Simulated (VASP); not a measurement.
# B (Pm-3m) in VASP: notebook

One crystal, B, is run at these levels: BLYP; tasks: single point.

Program: VASP 6.6.1. These are calculated values, not measurements. Logs are shortened: lines on timing, memory, paths and dates and some standing lists are left out, and cuts for length are marked.

### Step 1. The structure

The structure is cubic, space group Pm-3m (No. 221). The conventional cell has a = 1.906 Å, b = 1.906 Å, c = 1.906 Å, α = 90.00°, β = 90.00°, γ = 90.00°. B (site symmetry m-3m) has 6 B at 1.91 Å as nearest neighbours.

This isn't the form of B at room conditions, which is rhombohedral.

### Step 2. Single point, BLYP

INCAR

```
PREC = Accurate
ENCUT = 520
EDIFF = 1E-6
ISMEAR = -1
SIGMA = 0.1
LREAL = False
LASPH = True
NELM = 100
ALGO = Fast
ISIF = 2
LWAVE = False
LCHARG = False
GGA = B5
ALDAX = 1.0
AGGAX = 1.0
AGGAC = 1.0
ALDAC = 0.0
NBANDS = 8
```

KPOINTS

```
Automatic mesh
0
Gamma
  27 27 27
```

POSCAR

```
B
1.0
    1.9056841825      0.0000000000      0.0000000000
    0.0000000000      1.9056841825      0.0000000000
    0.0000000000      0.0000000000      1.9056841825
B
1
Direct
    0.0000000000      0.0000000000      0.0000000000
```

Potentials or basis: VASP PAW PBE potentials, release 64 (B).

The run is started by

```bash
$ cat potpaw_PBE.64/B/POTCAR > POTCAR
$ mpirun -np 1 vasp_std > vasp.out
```

OUTCAR:

```text
PREC = Accurate
   ENCUT = 520
   EDIFF = 1E-6
   ISMEAR = -1
   LREAL = False
   LASPH = True
   NELM = 100
   ISIF = 2
   GGA = B5

 ion  position               nearest neighbor table
   1  0.000  0.000  0.000-

  LATTYP: Found a simple cubic cell.
 ALAT       =     1.9056841825

  Lattice vectors:

 A1 = (   1.9056841825,   0.0000000000,   0.0000000000)
 A2 = (   0.0000000000,   1.9056841825,   0.0000000000)
 A3 = (   0.0000000000,   0.0000000000,   1.9056841825)

Analysis of symmetry for initial positions (statically):
=====================================================================
 Subroutine PRICEL returns:
 Original cell was already a primitive cell.

 Routine SETGRP: Setting up the symmetry group for a
 simple cubic supercell.

 Subroutine GETGRP returns: Found 48 space group operations
 (whereof 48 operations were pure point group operations)
 out of a pool of 48 trial point group operations.

The static configuration has the point symmetry O_h .

Analysis of symmetry for dynamics (positions and initial velocities):
=====================================================================
 Subroutine PRICEL returns:
 Original cell was already a primitive cell.

 Routine SETGRP: Setting up the symmetry group for a
 simple cubic supercell.

 Subroutine GETGRP returns: Found 48 space group operations
 (whereof 48 operations were pure point group operations)
 out of a pool of 48 trial point group operations.

The dynamic configuration has the point symmetry O_h .

 Subroutine INISYM returns: Found 48 space group operations
 (whereof 48 operations are pure point group operations),
 and found     1 'primitive' translations

----------------------------------------------------------------------------------------

                                     Primitive cell

  volume of cell :       6.9207

  direct lattice vectors                    reciprocal lattice vectors
     1.905684182  0.000000000  0.000000000     0.524745920  0.000000000  0.000000000
     0.000000000  1.905684182  0.000000000     0.000000000  0.524745920  0.000000000
     0.000000000  0.000000000  1.905684182     0.000000000  0.000000000  0.524745920

  length of vectors
     1.905684182  1.905684182  1.905684182     0.524745920  0.524745920  0.524745920

  position of ions in fractional coordinates (direct lattice)
     0.000000000  0.000000000  0.000000000

  ion indices of the primitive-cell ions
   primitive index   ion index
                 1           1

----------------------------------------------------------------------------------------

 KPOINTS: Automatic mesh

Automatic generation of k-mesh.
 Grid dimensions read from file:
 generate k-points for:   27   27   27

 Generating k-lattice:

  Cartesian coordinates                     Fractional coordinates (reciprocal lattice)
     0.019435034  0.000000000  0.000000000     0.037037037  0.000000000  0.000000000
     0.000000000  0.019435034  0.000000000     0.000000000  0.037037037  0.000000000
     0.000000000  0.000000000  0.019435034     0.000000000  0.000000000  0.037037037

  Length of vectors
     0.019435034  0.019435034  0.019435034

  Shift w.r.t. Gamma in fractional coordinates (k-lattice)
     0.000000000  0.000000000  0.000000000

 Subroutine IBZKPT returns following result:
 ===========================================

 Found    560 irreducible k-points:

 Following reciprocal coordinates:
            Coordinates               Weight
  0.000000  0.000000  0.000000      1.000000
  0.037037  0.000000  0.000000      6.000000
  0.074074  0.000000  0.000000      6.000000
  0.111111  0.000000  0.000000      6.000000
  0.148148  0.000000  0.000000      6.000000
  0.185185  0.000000  0.000000      6.000000
[... 16 lines left out ...]
  0.333333  0.037037  0.000000     24.000000
  0.370370  0.037037  0.000000     24.000000
 [... further k-points ...]
   k-points           NKPTS =    560   k-points in BZ     NKDIM =    560   number of bands    NBANDS=      8
   number of dos      NEDOS =    301   number of ions     NIONS =      1
   total plane-waves  NPLWV =   2744
   dimension x,y,z NGX =    14 NGY =   14 NGZ =   14
   dimension x,y,z NGXF=    28 NGYF=   28 NGZF=   28
   ions per type =               1
   NGX,Y,Z   is equivalent  to a cutoff of  12.21, 12.21, 12.21 a.u.
   NGXF,Y,Z  is equivalent  to a cutoff of  24.43, 24.43, 24.43 a.u.
 SYSTEM =  unknown system
   PREC   = accura    normal or accurate (medium, high low for compatibility)
   ISTART =      0    job   : 0-new  1-cont  2-samecut
   ICHARG =      2    charge: 1-file 2-atom 10-const
   ISPIN  =      1    spin polarized calculation?
   LNONCOLLINEAR =      F non collinear calculations
   LSORBIT =      F    spin-orbit coupling
   LASPH  =      T    aspherical Exc in radial PAW
   ENCUT  =  520.0 eV  38.22 Ry    6.18 a.u.   3.54  3.54  3.54*2*pi/ulx,y,z
   NELM   =    100;   NELMIN=  2; NELMDL= -5     # of ELM steps
   EDIFF  = 0.1E-05   stopping-criterion for ELM
   LREAL  =      F    real-space projection
   EDIFFG = 0.1E-04   stopping-criterion for IOM
   NSW    =      0    number of steps for IOM
   IBRION =     -1    ionic relax: 0-MD 1-quasi-New 2-CG
   NFREE  =      0    steps in history (QN), initial steepest desc. (CG)
   ISIF   =      2    stress and relaxation
   ISYM   =      2    0-nonsym 1-usesym 2-fastsym
   POTIM  = 0.5000    time-step for ionic-motion
   TEBEG  =    0.0;   TEEND  =   0.0 temperature during run
   PSTRESS=    0.0 pullay stress
   NELECT =       3.0000    total number of electrons
   NUPDOWN=      -1.0000    fix difference up-down
   EMIN   =  10.00;   EMAX   =-10.00  energy-range for DOS
   EFERMI =   0.00;   METHOD = LEGACY
   ISMEAR =    -1;   SIGMA  =   0.10  broadening in eV -4-tet -1-fermi 0-gaus
   EFERMI_NEDOS =   21; number of points for ismear=-14 and -15
   IALGO  =     68    algorithm
   IMIX   =      4    mixing-type and parameters
     AMIX     =   0.40;   BMIX     =  1.00
     AMIX_MAG =   1.60;   BMIX_MAG =  1.00
  volume/ion in A,a.u.               =       6.92        46.70
  Fermi-wavevector in a.u.,A,eV,Ry     =   1.238980  2.341333 20.885917  1.535072
  Thomas-Fermi vector in A             =   2.373483
   LORBIT       =      0    0 simple, 1 ext, 2 COOP (PROOUT), +10 PAW based schemes
   GGA     = B5    functional components
   LHFCALC =     F    Hartree Fock is set to
   AEXX    =    0.0000 exact exchange contribution
   IVDW    =     0    specifies the selected vdW correction
   LEPSILON=     F    determine dielectric tensor
   LRPA    =     F    only Hartree local field effects (RPA)
 non-spin polarized calculation
 RMM-DIIS sequential band-by-band and
  energy-cutoff  :      520.00
  volume of cell :        6.92
 maximum number of plane-waves:       196
   NGX =  7   NGY =  7   NGZ =  7

 number of electron       3.0000000 magnetization

 Free energy of the ion-electron system (eV)
  ---------------------------------------------------
  ext. energy  EPLUGINS =         0.00000000
  ---------------------------------------------------
  free energy    TOTEN  =        -4.82461182 eV

  energy without entropy =       -4.81473774  energy(sigma->0) =       -4.81967478

 E-fermi :   7.0766     XC(G=0): -11.5499

 val. band max:        7.0556146622   @ k =   0.4074   0.3704   0.1852
 cond. band min:       7.0934214963   @ k =   0.3333   0.1111   0.1111
 fundamental gap:      0.0378068341
 Fermi energy:         7.0765512905

 k-point     1 :       0.0000    0.0000    0.0000
  band No.  band energies     occupation
      1      -8.1805      2.00000
      2      20.1361      0.00000
      3      20.1361      0.00000
      4      20.1361      0.00000
      5      30.9011      0.00000
      6      30.9011      0.00000
      7      39.8973      0.00000
      8      59.4800      0.00000

 k-point     2 :       0.0370    0.0000    0.0000
  band No.  band energies     occupation
      1      -8.1351      2.00000
      2      19.6626      0.00000
      3      20.1732      0.00000
      4      20.1732      0.00000
      5      30.9539      0.00000
      6      31.4273      0.00000
      7      39.8680      0.00000
      8      59.1117      0.00000

 k-point     3 :       0.0741    0.0000    0.0000
  band No.  band energies     occupation
      1      -7.9987      2.00000
      2      18.4555      0.00000
      3      20.2834      0.00000
      4      20.2834      0.00000
      5      31.1121      0.00000
      6      32.7833      0.00000
      7      39.7872      0.00000
      8      58.0750      0.00000

 k-point     4 :       0.1111    0.0000    0.0000
  band No.  band energies     occupation
      1      -7.7715      2.00000
      2      16.8653      0.00000
      3      20.4645      0.00000
      4      20.4645      0.00000
      5      31.3747      0.00000
      6      34.5822      0.00000
      7      39.6841      0.00000
      8      56.5664      0.00000

 k-point     5 :       0.1481    0.0000    0.0000
  band No.  band energies     occupation
      1      -7.4536      2.00000
      2      15.1165      0.00000
      3      20.7120      0.00000
      4      20.7120      0.00000
      5      31.7401      0.00000
      6      36.4798      0.00000
      7      39.6665      0.00000
      8      54.8083      0.00000
[... 177 lines left out ...]
 k-point    22 :       0.2963    0.0370    0.0000
  band No.  band energies     occupation
      1      -5.2391      2.00000
      2       8.1436      0.00005
      3      21.8493      0.00000
      4      22.2265      0.00000
      5      34.5119      0.00000
      6      37.5028      0.00000
      7      45.4629      0.00000
      8      47.5264      0.00000

 k-point    23 :       0.3333    0.0370    0.0000
  band No.  band energies     occupation
      1      -4.4769      2.00000
      2       6.5353      1.99112
      3      22.2833      0.00000
      4      22.6440      0.00000
      5      35.2984      0.00000
      6      37.1642      0.00000
      7      45.9222      0.00000
      8      46.4606      0.00000

 k-point    24 :       0.3704    0.0370    0.0000
  band No.  band energies     occupation
      1      -3.6311      2.00000
      2       5.0073      2.00000
      3      22.6923      0.00000
      4      23.0352      0.00000
      5      36.1201      0.00000
      6      36.8480      0.00000
      7      44.7933      0.00000
      8      45.2653      0.00000

 [... further k-points ...]

------------------------ aborting loop because EDIFF is reached ----------------------------------------

  FORCE on cell =-STRESS in cart. coord.  units (eV):
  Direction    XX          YY          ZZ          XY          YZ          ZX
  --------------------------------------------------------------------------------------
  -------------------------------------------------------------------------------------
  Total        0.0267387      0.0267387      0.0267387      0.0000000     -0.0000000     -0.0000000
  in kB        6.1901168      6.1901168      6.1901168      0.0000000     -0.0000000     -0.0000000
  external PRESSURE =       6.1901168 kB  Pullay stress =       0.0000000 kB

 VOLUME and BASIS-vectors are now :
 -----------------------------------------------------------------------------
  energy-cutoff  :      520.00
  volume of cell :        6.92
      direct lattice vectors                 reciprocal lattice vectors
     1.905684182  0.000000000  0.000000000     0.524745920  0.000000000  0.000000000
     0.000000000  1.905684182  0.000000000     0.000000000  0.524745920  0.000000000
     0.000000000  0.000000000  1.905684182     0.000000000  0.000000000  0.524745920

 POSITION                                       TOTAL-FORCE (eV/Angst)
 -----------------------------------------------------------------------------------
      0.00000      0.00000      0.00000         0.000000      0.000000      0.000000
 -----------------------------------------------------------------------------------
    total drift:                               -0.000000     -0.000000      0.000000

  FREE ENERGIE OF THE ION-ELECTRON SYSTEM (eV)
  ---------------------------------------------------
  free  energy   TOTEN  =        -4.8246118199 eV

  energy  without entropy=       -4.8147377443  energy(sigma->0) =       -4.81967478
```

It took 7.5 s on 1 thread of Intel Xeon Platinum 8488C (Sapphire Rapids), shared host; peak memory 0.12 GiB.

What came out:

```
Free energy            : -4.8246 eV
Pressure               : 0.6 GPa
Band gap on the k mesh : none (metal or under the smearing width)
```

Levels at points of the mesh, in eV from the Fermi level:
```
           k point  band 1  band 2  band 3  band 4  band 5
(0.00, 0.00, 0.00)  -15.26   13.06   13.06   13.06   23.82
```

Caveat: the PAW data sets were made with another functional, which shifts forces and pressure a little.

### Step 3. Single point, BLYP

This run uses another cell than the first one, of 7.47 Å³/atom, 1.080 times its volume.

INCAR

```
PREC     = Accurate       # precision mode
ENCUT    = 520            # plane-wave cutoff, eV
EDIFF    = 1E-6           # SCF threshold, eV
ISMEAR   = -1             # smearing method
SIGMA    = 0.1            # smearing width, eV
LREAL    = False          # projectors in reciprocal space
LASPH    = True           # aspherical terms in the spheres
NELM     = 100            # most SCF steps
ALGO     = Normal         # electronic algorithm
ISIF     = 2              # what is computed and relaxed
LWAVE    = False          # write WAVECAR
LCHARG   = False          # write CHGCAR
GGA      = B5             # functional
ALDAX    = 1.0          
AGGAX    = 1.0          
AGGAC    = 1.0          
ALDAC    = 0.0          
NBANDS   = 8              # bands
```

KPOINTS

```
regular mesh
0
Gamma
  18 18 18
```

POSCAR

```
B
1.0
    1.9552044684      0.0000000000      0.0000000000
    0.0000000000      1.9552044684      0.0000000000
    0.0000000000      0.0000000000      1.9552044684
B
1
Direct
    0.0000000000      0.0000000000      0.0000000000
```

Potentials or basis: VASP PAW PBE potentials, release 64 (B).

The run is started by

```bash
$ cat potpaw_PBE.64/B/POTCAR > POTCAR
$ mpirun -np 1 vasp_std > vasp.out
```

It took 4.9 s on 1 thread of Intel Xeon Platinum 8488C (Sapphire Rapids), shared host; peak memory 0.11 GiB.

Results (log left out):

```
Free energy            : -4.7985 eV
Pressure               : -13.3 GPa
Band gap on the k mesh : none (metal or under the smearing width)
```

Levels at points of the mesh, in eV from the Fermi level:
| k point | band 1 | band 2 | band 3 | band 4 | band 5 | band 6 | band 7 |
| --- | --- | --- | --- | --- | --- | --- | --- |
| (0.00, 0.00, 0.00) | -14.58 | 12.22 | 12.22 | 12.22 | 22.89 | 22.89 | 30.86 |
| (0.50, 0.00, 0.00) | -7.24 | -6.10 | 15.51 | 15.51 | 28.31 | 29.41 | 34.62 |
| (0.50, 0.50, 0.00) | -1.75 | -1.75 | 3.17 | 8.73 | 18.21 | 37.80 | 37.80 |
| (0.50, 0.50, 0.50) | 2.92 | 2.92 | 2.92 | 14.77 | 16.30 | 16.30 | 16.30 |

Caveat: the PAW data sets were made with another functional, which shifts forces and pressure a little.

### Step 4. Single point, BLYP

This run uses another cell than the first one, of 7.75 Å³/atom, 1.120 times its volume.

INCAR

```
PREC = Accurate ; ENCUT = 520
EDIFF = 1E-7 ; ISMEAR = -1
SIGMA = 0.1 ; LREAL = F
LASPH = T ; NELM = 80
ALGO = Fast ; ISIF = 2
LWAVE = F ; LCHARG = F
GGA = B5 ; ALDAX = 1.0
AGGAX = 1.0 ; AGGAC = 1.0
ALDAC = 0.0 ; NBANDS = 8
```

KPOINTS is that of step 3.

POSCAR

```
B
1.0
    1.9790507755      0.0000000000      0.0000000000
    0.0000000000      1.9790507755      0.0000000000
    0.0000000000      0.0000000000      1.9790507755
B
1
Direct
    0.0000000000      0.0000000000      0.0000000000
```

The run is started by

```bash
$ cat potpaw_PBE.64/B/POTCAR > POTCAR
$ mpirun -np 1 vasp_std > vasp.out
```

Wall time 5.9 s (1 thread of Intel Xeon Platinum 8488C (Sapphire Rapids), shared host); peak memory 0.11 GiB.

It converged, with:

```
Free energy            : -4.7711 eV
Pressure               : -18.5 GPa
Band gap on the k mesh : none (metal or under the smearing width)
```

Levels at points of the mesh, in eV from the Fermi level:
| k point | band 1 | band 2 | band 3 | band 4 | band 5 | band 6 | band 7 |
| --- | --- | --- | --- | --- | --- | --- | --- |
| (0.00, 0.00, 0.00) | -14.26 | 11.85 | 11.85 | 11.85 | 22.48 | 22.48 | 29.98 |
| (0.50, 0.00, 0.00) | -6.98 | -6.06 | 15.01 | 15.01 | 27.66 | 28.81 | 33.93 |
| (0.50, 0.50, 0.00) | -1.68 | -1.68 | 2.86 | 8.71 | 17.59 | 36.93 | 36.93 |
| (0.50, 0.50, 0.50) | 2.82 | 2.82 | 2.82 | 13.93 | 16.07 | 16.07 | 16.07 |

Caveat: so large a pressure means that the cell lies far from this level's equilibrium, or that cutoff or potentials fall short; the potentials were made for another functional, which shifts forces and pressure.

### Step 5. The runs side by side

```tsv
cell	k mesh	gap on the mesh (eV)	pressure (GPa)
Pm-3m, 6.92 Å³/atom	27 × 27 × 27	none	0.6
Pm-3m, 7.47 Å³/atom	18 × 18 × 18	none	-13.3
Pm-3m, 7.75 Å³/atom	18 × 18 × 18	none	-18.5
```

Alike in all rows: task single point; level BLYP; potentials or basis VASP PAW PBE potentials, release 64 (B); no spin polarisation; cutoff (eV) 520; smearing fermi-dirac 0.1 eV.

Every run on the cell as given and a fine mesh finds a metal.

Caveats: the PAW data sets were made with another functional, which shifts forces and pressure a little (some runs); so large a pressure means that the cell lies far from this level's equilibrium, or that cutoff or potentials fall short (some runs); the potentials were made for another functional, which shifts forces and pressure (some runs).

Absolute energies hang on the potentials; compare differences alone.
